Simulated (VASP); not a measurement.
# PtSe2 in VASP: further runs, part 2 of 2

VASP 6.6.1. The steps go on from the part before.

### 3 Band structure, HSE06, spin-orbit coupling, no magnetisation

This run uses another cell than the first one, of 81.39 Å³/atom, 0.978 times its volume.

POSCAR reads:

```
PtSe2                                   
1.0
    3.7058339734     -0.0000000000      0.0000000000
   -1.8529169867      3.2093463596      0.0000000000
    0.0000000000      0.0000000000     20.5310000000
  Se              Pt            
     2     1
Direct
     0.6666666699999979    0.3333333300000021    0.4354483202934026
     0.3333333300000021    0.6666666699999979    0.5645516797065975
     0.0000000000000000    0.0000000000000000    0.5000000000000000
```

INCAR.step1 reads:

```
PREC     = Accurate       # precision mode
ENCUT    = 520            # plane-wave cutoff, eV
EDIFF    = 1E-5           # SCF threshold, eV
ISMEAR   = 0              # smearing method
SIGMA    = 0.03           # smearing width, eV
LREAL    = F              # projectors in reciprocal space
LASPH    = T              # aspherical terms in the spheres
NELM     = 80             # most SCF steps
ALGO     = Normal         # electronic algorithm
ISIF     = 2              # what is computed and relaxed
LWAVE    = T              # write WAVECAR
LCHARG   = F              # write CHGCAR
LNONCOLLINEAR= T              # non-collinear magnetism
MAGMOM   = 0 0 0 0 0 0 0 0 0 # initial moments
LORBIT   = 11             # projections on sites
LSORBIT  = T              # spin-orbit coupling
GGA_COMPAT= F            
LMAXMIX  = 4              # l up to which the mixer works
LDIPOL   = T            
IDIPOL   = 3            
DIPOL    = 0.5 0.5 0.500
NBANDS   = 37             # bands
LVHAR    = T            
LVACPOTAV= T            
KPAR     = 4            
GGA      = PE             # functional
```

INCAR.step2 reads:

```
PREC     = Accurate       # precision mode
ENCUT    = 520            # plane-wave cutoff, eV
EDIFF    = 1E-6           # SCF threshold, eV
ISMEAR   = 0              # smearing method
SIGMA    = 0.03           # smearing width, eV
LREAL    = F              # projectors in reciprocal space
LASPH    = T              # aspherical terms in the spheres
NELM     = 80             # most SCF steps
ALGO     = Normal         # electronic algorithm
ISIF     = 2              # what is computed and relaxed
LWAVE    = F              # write WAVECAR
LCHARG   = F              # write CHGCAR
LNONCOLLINEAR= T              # non-collinear magnetism
MAGMOM   = 0 0 0 0 0 0 0 0 0 # initial moments
LORBIT   = 11             # projections on sites
LSORBIT  = T              # spin-orbit coupling
GGA_COMPAT= F            
LMAXMIX  = 4              # l up to which the mixer works
LDIPOL   = T            
IDIPOL   = 3            
DIPOL    = 0.5 0.5 0.500
GGA      = PE             # functional
LHFCALC  = T              # exact exchange
HFSCREEN = 0.2            # screening, 1/A
PRECFOCK = Fast         
NBANDS   = 37             # bands
LVHAR    = T            
LVACPOTAV= T            
KPAR     = 4            
ISTART   = 1
```

KPOINTS reads:

```
Automatic mesh
0
Gamma
  6 6 1
```

KPOINTS_OPT reads:

```
explicit points
3
Reciprocal
 0.0000000000  0.0000000000  0.0000000000 1
 0.5000000000  0.0000000000  0.0000000000 1
 0.3333333300  0.3333333300  0.0000000000 1
```

Potentials or basis: VASP PAW PBE potentials, release 64 (Se, Pt).

Started as:

```bash
cat potpaw_PBE.64/Se/POTCAR potpaw_PBE.64/Pt/POTCAR > POTCAR
cp INCAR.step1 INCAR
mpirun -np 4 vasp_ncl > vasp.out
cp INCAR.step2 INCAR
mpirun -np 4 vasp_ncl > vasp.out
```

OUTCAR:

```text
PREC = Accurate
   ENCUT = 520
   EDIFF = 1E-6
   ISMEAR = 0
   LREAL = F
   LASPH = T
   NELM = 80
   ISIF = 2
   LNONCOLLINEAR = T
   LORBIT = 11
   LSORBIT = T
   GGA = PE
   LHFCALC = T
   HFSCREEN = 0.2
   PRECFOCK = Fast
   ISTART = 1

 ion  position               nearest neighbor table
   1  0.667  0.333  0.435-   3 2.52   3 2.52   3 2.52
   2  0.333  0.667  0.565-   3 2.52   3 2.52   3 2.52
   3  0.000  0.000  0.500-   1 2.52   2 2.52   2 2.52   1 2.52   1 2.52   2 2.52

  LATTYP: Found a hexagonal cell.
 ALAT       =     3.7058339734
 C/A-ratio  =     5.5401834371

  Lattice vectors:

 A1 = (   3.7058339734,   0.0000000000,   0.0000000000)
 A2 = (  -1.8529169867,   3.2093463596,   0.0000000000)
 A3 = (   0.0000000000,   0.0000000000,  20.5310000000)

Analysis of symmetry for initial positions (statically):
=====================================================================
 Subroutine PRICEL returns:
 Original cell was already a primitive cell.

 Routine SETGRP: Setting up the symmetry group for a
 hexagonal supercell.

 Subroutine GETGRP returns: Found 12 space group operations
 (whereof 12 operations were pure point group operations)
 out of a pool of 24 trial point group operations.

The static configuration has the point symmetry D_3d.

Analysis of symmetry for dynamics (positions and initial velocities):
=====================================================================
 Subroutine PRICEL returns:
 Original cell was already a primitive cell.

 Routine SETGRP: Setting up the symmetry group for a
 hexagonal supercell.

 Subroutine GETGRP returns: Found 12 space group operations
 (whereof 12 operations were pure point group operations)
 out of a pool of 24 trial point group operations.

The dynamic configuration has the point symmetry D_3d.

Analysis of structural, dynamic, and magnetic symmetry:
=====================================================================
 Subroutine PRICEL returns:
 Original cell was already a primitive cell.

 Routine SETGRP: Setting up the symmetry group for a
 hexagonal supercell.

 Subroutine GETGRP returns: Found 12 space group operations
 (whereof 12 operations were pure point group operations)
 out of a pool of 24 trial point group operations.

The overall configuration has the point symmetry D_3d.

 Subroutine INISYM returns: Found 12 space group operations
 (whereof 12 operations are pure point group operations),
 and found     1 'primitive' translations

----------------------------------------------------------------------------------------

                                     Primitive cell

  volume of cell :     244.1814
[... 122 lines left out ...]

 number of electron      21.9999998 magnetization      -0.0000000      0.0000000     -0.0000005

 dipolmoment           0.000000      0.000000     -0.000000 electrons x Angstroem

 Free energy of the ion-electron system (eV)
  ---------------------------------------------------
  ext. energy  EPLUGINS =         0.00000000
  ---------------------------------------------------
  free energy    TOTEN  =       -17.74293001 eV

  energy without entropy =      -17.74293001  energy(sigma->0) =      -17.74293001

 E-fermi :  -3.0269     XC(G=0):  -2.7257

 val. band max:       -3.1640247886   @ k =   0.0000   0.0000   0.0000
 cond. band min:      -1.1693693472   @ k =   0.1667  -0.0000   0.0000
 fundamental gap:      1.9946554414
 Fermi energy:        -3.0268603021

 k-point     1 :       0.0000    0.0000    0.0000
  band No.  band energies     occupation
      1     -18.8443      1.00000
      2     -18.8443      1.00000
      3     -16.8705      1.00000
      4     -16.8705      1.00000
      5      -9.6061      1.00000
      6      -9.6061      1.00000
[... 248 lines left out ...]
     33       6.1960      0.00000
     34       6.1960      0.00000
 [bands above 34 left out]

------------------------ aborting loop because EDIFF is reached ----------------------------------------

  FORCE on cell =-STRESS in cart. coord.  units (eV):
  Direction    XX          YY          ZZ          XY          YZ          ZX
  --------------------------------------------------------------------------------------
  -------------------------------------------------------------------------------------
  Total       -0.9871078     -0.9871078     -0.9177962     -0.0000000      0.0000000      0.0000000
  in kB       -6.4768304     -6.4768303     -6.0220475     -0.0000000      0.0000000      0.0000000
  external PRESSURE =      -6.3252361 kB  Pullay stress =       0.0000000 kB

 VOLUME and BASIS-vectors are now :
 -----------------------------------------------------------------------------
  energy-cutoff  :      520.00
  volume of cell :      244.18
      direct lattice vectors                 reciprocal lattice vectors
     3.705833973  0.000000000  0.000000000     0.269844793  0.155794964  0.000000000
    -1.852916987  3.209346360  0.000000000     0.000000000  0.311589928  0.000000000
     0.000000000  0.000000000 20.531000000     0.000000000  0.000000000  0.048706834

 POSITION                                       TOTAL-FORCE (eV/Angst)
 -----------------------------------------------------------------------------------
      1.85292      1.06978      8.94019        -0.000000     -0.000000      0.341227
     -0.00000      2.13956     11.59081         0.000000      0.000000     -0.341227
      0.00000      0.00000     10.26550        -0.000000      0.000000      0.000000
 -----------------------------------------------------------------------------------
    total drift:                                0.000000     -0.000000     -0.000000

  FREE ENERGIE OF THE ION-ELECTRON SYSTEM (eV)
  ---------------------------------------------------
  free  energy   TOTEN  =       -17.7429300097 eV

  energy  without entropy=      -17.7429300097  energy(sigma->0) =      -17.74293001

 vacuum level on the upper side and lower side of the slab         2.771         2.771

 Spin-Orbit-Coupling matrix elements

 Ion:    1  E_soc:     -0.0257099
 l=   1
     0.0000000    -0.0045144    -0.0037910
    -0.0045144     0.0000000    -0.0045144
    -0.0037910    -0.0045144     0.0000000
 l=   2
     0.0000000    -0.0000006     0.0000000    -0.0000006    -0.0000144
    -0.0000006     0.0000000    -0.0000078    -0.0000026    -0.0000006
     0.0000000    -0.0000078     0.0000000    -0.0000078     0.0000000
    -0.0000006    -0.0000026    -0.0000078     0.0000000    -0.0000006
    -0.0000144    -0.0000006     0.0000000    -0.0000006     0.0000000
 l=   3
     0.0000000     0.0000000     0.0000000     0.0000000     0.0000000     0.0000000     0.0000000
     0.0000000     0.0000000     0.0000000     0.0000000     0.0000000     0.0000000     0.0000000
     0.0000000     0.0000000     0.0000000     0.0000000     0.0000000     0.0000000     0.0000000
     0.0000000     0.0000000     0.0000000     0.0000000     0.0000000     0.0000000     0.0000000
[... 29 lines left out ...]
 l=   2
     0.0000000    -0.0224422     0.0000000    -0.0224421    -0.0726337
    -0.0224422     0.0000000    -0.0535548    -0.0281785    -0.0224421
     0.0000000    -0.0535548     0.0000000    -0.0535548     0.0000000
    -0.0224421    -0.0281785    -0.0535548     0.0000000    -0.0224422
    -0.0726337    -0.0224421     0.0000000    -0.0224422     0.0000000
 l=   3
     0.0000000     0.0000000     0.0000000     0.0000000     0.0000000     0.0000000     0.0000000
     0.0000000     0.0000000     0.0000000     0.0000000     0.0000000     0.0000000     0.0000000
     0.0000000     0.0000000     0.0000000     0.0000000     0.0000000     0.0000000     0.0000000
     0.0000000     0.0000000     0.0000000     0.0000000     0.0000000     0.0000000     0.0000000
     0.0000000     0.0000000     0.0000000     0.0000000     0.0000000     0.0000000     0.0000000
     0.0000000     0.0000000     0.0000000     0.0000000     0.0000000     0.0000000     0.0000000
     0.0000000     0.0000000     0.0000000     0.0000000     0.0000000     0.0000000     0.0000000

 total charge

# of ion       s       p       d       tot
------------------------------------------
    1        1.487   2.291   0.056   3.833
    2        1.487   2.291   0.056   3.833
    3        0.714   0.730   7.981   9.424
--------------------------------------------------
tot          3.687   5.311   8.092  17.090

 magnetization (x)

# of ion       s       p       d       tot
------------------------------------------
    1        0.000  -0.000   0.000  -0.000
    2        0.000  -0.000   0.000  -0.000
    3        0.000   0.000  -0.000  -0.000
--------------------------------------------------
tot          0.000  -0.000  -0.000  -0.000

 magnetization (y)

# of ion       s       p       d       tot
------------------------------------------
    1        0.000   0.000  -0.000   0.000
    2       -0.000   0.000  -0.000   0.000
    3       -0.000   0.000   0.000  -0.000
--------------------------------------------------
tot         -0.000   0.000  -0.000   0.000

 magnetization (z)

# of ion       s       p       d       tot
------------------------------------------
    1        0.000   0.000   0.000   0.000
    2        0.000   0.000   0.000   0.000
    3        0.000   0.000   0.000   0.000
--------------------------------------------------
tot          0.000   0.000   0.000   0.000
```

It took 21 min on 4 MPI ranks of Intel Xeon Platinum 8488C (Sapphire Rapids), shared host; peak memory 0.97 GiB.

Results:

```yaml
Free_energy: -17.7429 eV
Largest_force: 0.341 eV/Å
Valence_electrons_inside_the_program's_atomic_spheres: Se 3.83; Pt 9.42
Work_function_of_the_upper_face: 5.80 eV
Work_function_of_the_lower_face: 5.80 eV
```

Forces in eV/Å, atoms in the order of the input:
```
Se   0.000  0.000  0.341
Se   0.000  0.000 -0.341
Pt   0.000  0.000  0.000
```

Caveat: the PAW data sets were made with another functional, which shifts forces and pressure a little.
